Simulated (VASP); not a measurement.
# GaN (Fm-3m) in VASP: a series of runs

Runs on GaN. Level: PBE. Tasks: dielectric tensor.

All numbers are computed with VASP 6.6.1; they aren't measurements. Logs are shortened: lines on timing, memory, paths and dates and some standing lists are left out, and cuts for length are marked.

### 1 The structure

Symmetry: Fm-3m, No. 225, cubic system. The conventional cell has a = 4.270 Å, b = 4.270 Å, c = 4.270 Å, α = 90.00°, β = 90.00°, γ = 90.00°. Around Ga (site symmetry m-3m) lie 6 N at 2.14 Å. N (site symmetry m-3m) has 6 Ga at 2.14 Å as nearest neighbours.

Measurements of this composition are mostly on another form, of space group No. 186.

### 2 Dielectric tensor, PBE

The input, INCAR:

```
SYSTEM = GaN
PREC = Accurate
ENCUT = 520
EDIFF = 1E-8
ISMEAR = 0
SIGMA = 0.01
LREAL = .False.
LASPH = .True.
NELM = 100
ALGO = Normal
ISIF = 2
LWAVE = .False.
LCHARG = .False.
GGA = PE
LEPSILON = .True.
```

The input, KPOINTS:

```
regular mesh
0
Gamma
  6 6 6
  0 0 0
```

The input, POSCAR:

```
GaN
1.0
    0.0000000000      2.1352350000      2.1352350000
    2.1352350000      0.0000000000      2.1352350000
    2.1352350000      2.1352350000      0.0000000000
Ga N
1 1
Direct
    0.0000000000      0.0000000000      0.0000000000
    0.5000000000      0.5000000000      0.5000000000
```

Potentials or basis: VASP PAW PBE potentials, release 64 (Ga_d, N).

Command:

```bash
cat potpaw_PBE.64/Ga_d/POTCAR potpaw_PBE.64/N/POTCAR > POTCAR
mpirun -np 1 vasp_std > vasp.out
```

OUTCAR:

```text
SYSTEM = GaN
   PREC = Accurate
   ENCUT = 520
   EDIFF = 1E-8
   ISMEAR = 0
   LREAL = .False.
   LASPH = .True.
   NELM = 100
   ISIF = 2
   GGA = PE
   LEPSILON = .True.

 Found     16 irreducible k-points:

 Following reciprocal coordinates:
            Coordinates               Weight
  0.000000  0.000000  0.000000      1.000000
  0.166667  0.000000  0.000000      8.000000
  0.333333  0.000000  0.000000      8.000000
  0.500000  0.000000  0.000000      4.000000
  0.166667  0.166667  0.000000      6.000000
  0.333333  0.166667  0.000000     24.000000
   k-points           NKPTS =     16   k-points in BZ     NKDIM =     16   number of bands    NBANDS=     13
   number of dos      NEDOS =    301   number of ions     NIONS =      2
   total plane-waves  NPLWV =  13824
   dimension x,y,z NGX =    24 NGY =   24 NGZ =   24
   dimension x,y,z NGXF=    48 NGYF=   48 NGZF=   48
   ions per type =               1   1
   NGX,Y,Z   is equivalent  to a cutoff of  13.21, 13.21, 13.21 a.u.
   NGXF,Y,Z  is equivalent  to a cutoff of  26.43, 26.43, 26.43 a.u.
 SYSTEM =  GaN
   PREC   = accura    normal or accurate (medium, high low for compatibility)
   ISTART =      0    job   : 0-new  1-cont  2-samecut
   ICHARG =      2    charge: 1-file 2-atom 10-const
   ISPIN  =      1    spin polarized calculation?
   LNONCOLLINEAR =      F non collinear calculations
   LSORBIT =      F    spin-orbit coupling
   LASPH  =      T    aspherical Exc in radial PAW
   ENCUT  =  520.0 eV  38.22 Ry    6.18 a.u.   5.61  5.61  5.61*2*pi/ulx,y,z
   NELM   =    100;   NELMIN=  2; NELMDL= -5     # of ELM steps
   EDIFF  = 0.1E-07   stopping-criterion for ELM
   LREAL  =      F    real-space projection
   EDIFFG = 0.1E-06   stopping-criterion for IOM
   NSW    =      0    number of steps for IOM
   IBRION =     -1    ionic relax: 0-MD 1-quasi-New 2-CG
   NFREE  =      0    steps in history (QN), initial steepest desc. (CG)
   ISIF   =      2    stress and relaxation
   ISYM   =      2    0-nonsym 1-usesym 2-fastsym
   POTIM  = 0.5000    time-step for ionic-motion
   TEBEG  =    0.0;   TEEND  =   0.0 temperature during run
   PSTRESS=    0.0 pullay stress
   NELECT =      18.0000    total number of electrons
   NUPDOWN=      -1.0000    fix difference up-down
   EMIN   =  10.00;   EMAX   =-10.00  energy-range for DOS
   EFERMI =   0.00;   METHOD = LEGACY
   ISMEAR =     0;   SIGMA  =   0.01  broadening in eV -4-tet -1-fermi 0-gaus
   EFERMI_NEDOS =   21; number of points for ismear=-14 and -15
   IALGO  =     38    algorithm
[... 149 lines left out ...]
      0.00000      0.00000      0.00000        -0.000000      0.000000      0.000000
      2.13524      2.13524      2.13524         0.000000     -0.000000     -0.000000
 -----------------------------------------------------------------------------------
    total drift:                                0.000000     -0.000000     -0.000000

  FREE ENERGIE OF THE ION-ELECTRON SYSTEM (eV)
  ---------------------------------------------------
  free  energy   TOTEN  =       -11.1929603491 eV

  energy  without entropy=      -11.1929603491  energy(sigma->0) =      -11.19296035

 HEAD OF MICROSCOPIC STATIC DIELECTRIC TENSOR (INDEPENDENT PARTICLE, excluding Hartree and local field effects)
 ------------------------------------------------------
          10.094274    -0.000000    -0.000000
           0.000000    10.094274     0.000000
          -0.000000     0.000000    10.094274
 ------------------------------------------------------

 Free energy of the ion-electron system (eV)
  ---------------------------------------------------
  ---------------------------------------------------
  free energy    TOTEN  =        -0.50842475 eV

  energy without entropy =       -0.50842475

------------------------ aborting loop because EDIFF is reached ----------------------------------------

--------------------------------------- Ionic step        2  -------------------------------------------

------------------------ aborting loop because EDIFF is reached ----------------------------------------

--------------------------------------- Ionic step        3  -------------------------------------------

 Free energy of the ion-electron system (eV)
  ---------------------------------------------------
  ---------------------------------------------------
  free energy    TOTEN  =        -0.50842462 eV

  energy without entropy =       -0.50842462

------------------------ aborting loop because EDIFF is reached ----------------------------------------

 PIEZOELECTRIC TENSOR FIELD DIRECTION 3  (e Angst)
 -----------------------------------------------------------------------------
     0.00115  0.00000 -0.00000           (  0.00000  0.00000  0.00000)
     0.00000  0.00115 -0.00000           (  0.00000  0.00000  0.00000)
    -0.00000  0.00000 -0.00244           (  0.00000  0.00000 -0.00002)

 PIEZOELECTRIC TENSOR FIELD DIRECTION 3  (C/m^2)
 -----------------------------------------------------------------------------
     0.00095  0.00000 -0.00000
     0.00000  0.00095 -0.00000
    -0.00000  0.00000 -0.00201

 MACROSCOPIC STATIC DIELECTRIC TENSOR (including local field effects in DFT)
 ------------------------------------------------------
           9.895942     0.000000     0.000000
           0.000000     9.895942     0.000000
          -0.000000    -0.000000     9.895942
 ------------------------------------------------------

 PIEZOELECTRIC TENSOR (including local field effects)  for field in x, y, z        (e  Angst)
          XX          YY          ZZ          XY          YZ          ZX
  --------------------------------------------------------------------------------
  x     0.00000     0.00000     0.00000     0.00000     0.00000     0.00000
  y     0.00000     0.00000     0.00000     0.00000     0.00000     0.00000
  z     0.00000     0.00000     0.00000     0.00000     0.00000     0.00000

 PIEZOELECTRIC TENSOR (including local field effects)  for field in x, y, z        (C/m^2)
          XX          YY          ZZ          XY          YZ          ZX
  --------------------------------------------------------------------------------
  x     0.00000     0.00000     0.00000     0.00000     0.00000     0.00000
  y     0.00000     0.00000     0.00000     0.00000     0.00000     0.00000
  z     0.00000     0.00000     0.00000     0.00000     0.00000     0.00000

 BORN EFFECTIVE CHARGES (including local field effects) (in |e|, cummulative output)
 ---------------------------------------------------------------------------------
 ion    1
    1     3.73585     0.00000    -0.00000
    2    -0.00000     3.73585    -0.00000
    3     0.00000    -0.00000     3.73585
 ion    2
    1    -3.73585     0.00000     0.00000
    2     0.00000    -3.73585     0.00000
    3    -0.00000     0.00000    -3.73585
```

Run time: 38 s. Hardware: 1 thread of Intel Xeon Platinum 8488C (Sapphire Rapids), shared host; peak memory 0.15 GiB.

The run converged, but some of its settings lie outside the range that counts as converged, so its numbers aren't taken as properties of the crystal.

What came out:

| Property | Result |
| --- | --- |
| Band gap on the k mesh | 0.38 eV, indirect (least direct gap 2.36 eV) |
| Electronic dielectric tensor (diagonal) | 9.90 |
| Born charges (mean of the diagonal) | Ga +3.74; N -3.74 e |

Caveat: the k mesh is coarse (spacing up to 0.42 Å⁻¹), so the values aren't converged; the gap is small at this level, which inflates the dielectric constant.

### 3 Dielectric tensor, PBE

INCAR, as its differences from that of step 2:

```diff
@@ -2,3 +2,3 @@
 PREC = Accurate
-ENCUT = 520
+ENCUT = 340
 EDIFF = 1E-8
```

The input, KPOINTS:

```
regular mesh
0
Gamma
  8 8 8
  0 0 0
```

POSCAR is that of step 2.

Potentials or basis: VASP PAW PBE potentials, release 64 (Ga_d, N).

Command:

```bash
cat potpaw_PBE.64/Ga_d/POTCAR potpaw_PBE.64/N/POTCAR > POTCAR
mpirun -np 1 vasp_std > vasp.out
```

OUTCAR:

```text
SYSTEM = GaN
   PREC = Accurate
   ENCUT = 340
   EDIFF = 1E-8
   ISMEAR = 0
   LREAL = .False.
   LASPH = .True.
   NELM = 100
   ISIF = 2
   GGA = PE
   LEPSILON = .True.

 Found     29 irreducible k-points:

 Following reciprocal coordinates:
            Coordinates               Weight
  0.000000  0.000000  0.000000      1.000000
  0.125000  0.000000  0.000000      8.000000
  0.250000  0.000000  0.000000      8.000000
  0.375000  0.000000  0.000000      8.000000
  0.500000  0.000000  0.000000      4.000000
  0.125000  0.125000  0.000000      6.000000
   k-points           NKPTS =     29   k-points in BZ     NKDIM =     29   number of bands    NBANDS=     13
   number of dos      NEDOS =    301   number of ions     NIONS =      2
   total plane-waves  NPLWV =   5832
   dimension x,y,z NGX =    18 NGY =   18 NGZ =   18
   dimension x,y,z NGXF=    36 NGYF=   36 NGZF=   36
   ions per type =               1   1
   NGX,Y,Z   is equivalent  to a cutoff of   9.91,  9.91,  9.91 a.u.
   NGXF,Y,Z  is equivalent  to a cutoff of  19.82, 19.82, 19.82 a.u.
 SYSTEM =  GaN
   PREC   = accura    normal or accurate (medium, high low for compatibility)
   ISTART =      0    job   : 0-new  1-cont  2-samecut
   ICHARG =      2    charge: 1-file 2-atom 10-const
   ISPIN  =      1    spin polarized calculation?
   LNONCOLLINEAR =      F non collinear calculations
   LSORBIT =      F    spin-orbit coupling
   LASPH  =      T    aspherical Exc in radial PAW
   ENCUT  =  340.0 eV  24.99 Ry    5.00 a.u.   4.54  4.54  4.54*2*pi/ulx,y,z
   NELM   =    100;   NELMIN=  2; NELMDL= -5     # of ELM steps
   EDIFF  = 0.1E-07   stopping-criterion for ELM
   LREAL  =      F    real-space projection
   EDIFFG = 0.1E-06   stopping-criterion for IOM
   NSW    =      0    number of steps for IOM
   IBRION =     -1    ionic relax: 0-MD 1-quasi-New 2-CG
   NFREE  =      0    steps in history (QN), initial steepest desc. (CG)
   ISIF   =      2    stress and relaxation
   ISYM   =      2    0-nonsym 1-usesym 2-fastsym
   POTIM  = 0.5000    time-step for ionic-motion
   TEBEG  =    0.0;   TEEND  =   0.0 temperature during run
[... 170 lines left out ...]
           0.000000     9.133982     0.000000
           0.000000     0.000000     9.133982
 ------------------------------------------------------

 Free energy of the ion-electron system (eV)
  ---------------------------------------------------
  ---------------------------------------------------
  free energy    TOTEN  =        -0.45457560 eV

  energy without entropy =       -0.45457560

------------------------ aborting loop because EDIFF is reached ----------------------------------------

--------------------------------------- Ionic step        2  -------------------------------------------

------------------------ aborting loop because EDIFF is reached ----------------------------------------

--------------------------------------- Ionic step        3  -------------------------------------------

 Free energy of the ion-electron system (eV)
  ---------------------------------------------------
  ---------------------------------------------------
  free energy    TOTEN  =        -0.45457553 eV

  energy without entropy =       -0.45457553

------------------------ aborting loop because EDIFF is reached ----------------------------------------

 PIEZOELECTRIC TENSOR FIELD DIRECTION 3  (e Angst)
 -----------------------------------------------------------------------------
     0.00053  0.00000  0.00000           ( -0.00001  0.00000  0.00000)
     0.00000  0.00053 -0.00000           (  0.00000 -0.00001  0.00000)
     0.00000  0.00000 -0.00102           (  0.00000  0.00000 -0.00002)

 PIEZOELECTRIC TENSOR FIELD DIRECTION 3  (C/m^2)
 -----------------------------------------------------------------------------
     0.00044  0.00000  0.00000
     0.00000  0.00044 -0.00000
     0.00000  0.00000 -0.00084

 MACROSCOPIC STATIC DIELECTRIC TENSOR (including local field effects in DFT)
 ------------------------------------------------------
           8.948056     0.000000     0.000000
           0.000000     8.948056    -0.000000
          -0.000000     0.000000     8.948056
 ------------------------------------------------------

 PIEZOELECTRIC TENSOR (including local field effects)  for field in x, y, z        (e  Angst)
          XX          YY          ZZ          XY          YZ          ZX
  --------------------------------------------------------------------------------
  x     0.00000     0.00000     0.00000     0.00000     0.00000     0.00000
  y     0.00000     0.00000     0.00000     0.00000     0.00000     0.00000
  z     0.00000     0.00000     0.00000     0.00000     0.00000     0.00000

 PIEZOELECTRIC TENSOR (including local field effects)  for field in x, y, z        (C/m^2)
          XX          YY          ZZ          XY          YZ          ZX
  --------------------------------------------------------------------------------
  x     0.00000     0.00000     0.00000     0.00000     0.00000     0.00000
  y     0.00000     0.00000     0.00000     0.00000     0.00000     0.00000
  z     0.00000     0.00000     0.00000     0.00000     0.00000     0.00000

 BORN EFFECTIVE CHARGES (including local field effects) (in |e|, cummulative output)
 ---------------------------------------------------------------------------------
 ion    1
    1     3.63204     0.00000    -0.00000
    2    -0.00000     3.63204    -0.00000
    3     0.00000    -0.00000     3.63204
 ion    2
    1    -3.63204    -0.00000     0.00000
    2     0.00000    -3.63204     0.00000
    3    -0.00000     0.00000    -3.63204
```

OSZICAR:

```text
N       E                     dE             d eps       ncg     rms          rms(c)
DAV:   1     0.584890451558E+02    0.58489E+02   -0.79643E+03   847   0.204E+03
DAV:   2    -0.964161396762E+01   -0.68131E+02   -0.64907E+02   879   0.277E+02
DAV:   3    -0.128747923860E+02   -0.32332E+01   -0.32202E+01   859   0.608E+01
DAV:   4    -0.129080123292E+02   -0.33220E-01   -0.33195E-01   865   0.613E+00
[... 11 lines left out ...]
RMM:   6    -0.454456608232E+00   -0.39105E-03   -0.22560E-05  3028   0.474E-02    0.655E-03
RMM:   7    -0.454525204017E+00   -0.68596E-04   -0.21976E-06  2957   0.140E-02    0.145E-03
RMM:   8    -0.454583154044E+00   -0.57950E-04   -0.29613E-07  2918   0.489E-03    0.453E-04
RMM:   9    -0.454577645901E+00    0.55081E-05   -0.42937E-08  2988   0.174E-03    0.532E-05
RMM:  10    -0.454575485358E+00    0.21605E-05   -0.40447E-09  2948   0.530E-04    0.211E-05
RMM:  11    -0.454575531014E+00   -0.45656E-07   -0.10848E-09  2157   0.183E-04    0.770E-06
```

stdout:

```text
POSCAR found type information on POSCAR GaN
 POSCAR found :  2 types and       2 ions
 scaLAPACK will be used
 LDA part: xc-table for (Slater+PW92), standard interpolation
 POSCAR, INCAR and KPOINTS ok, starting setup
 FFT: planning ... GRIDC
 FFT: planning ... GRID_SOFT
 FFT: planning ... GRID
 WAVECAR not read
 entering main loop
 Linear response reoptimize wavefunctions to high precision
 Linear response G [H, r] |phi>, progress :
  Direction:   1
 Linear response G [H, r] |phi>, progress :
  Direction:   2
 Linear response G [H, r] |phi>, progress :
  Direction:   3
 Linear response to external field (no local field effect), progress :
  Direction:   1
 dielectric tensor                  component  1 :    10.803     5.156     0.731
 Linear response to external field (no local field effect), progress :
  Direction:   2
 dielectric tensor                  component  2 :     5.156    10.845    -0.412
 Linear response to external field (no local field effect), progress :
  Direction:   3
 dielectric tensor                  component  3 :     0.731    -0.412     5.753
 Linear response to external field, progress :
  Direction:   1
 dielectric tensor                  component  1 :     8.948     3.527     0.807
 Linear response to external field, progress :
  Direction:   2
 dielectric tensor                  component  2 :     3.504     8.948    -0.246
 Linear response to external field, progress :
  Direction:   3
 dielectric tensor                  component  3 :     0.705     2.470     8.948
 Born effective charges drift removed
```

It took 43 s on 1 thread of Intel Xeon Platinum 8488C (Sapphire Rapids), shared host; peak memory 0.14 GiB.

The run converged, but a check on its numbers failed (symmetry, net force, bounds or a known fault of this set-up), so they aren't taken as properties of the crystal.

Caveat: the cutoff lies under the usual one of these potentials, so the numbers hold a large basis-set error; the gap is small at this level, which inflates the dielectric constant.

[end of part 1 of 2]
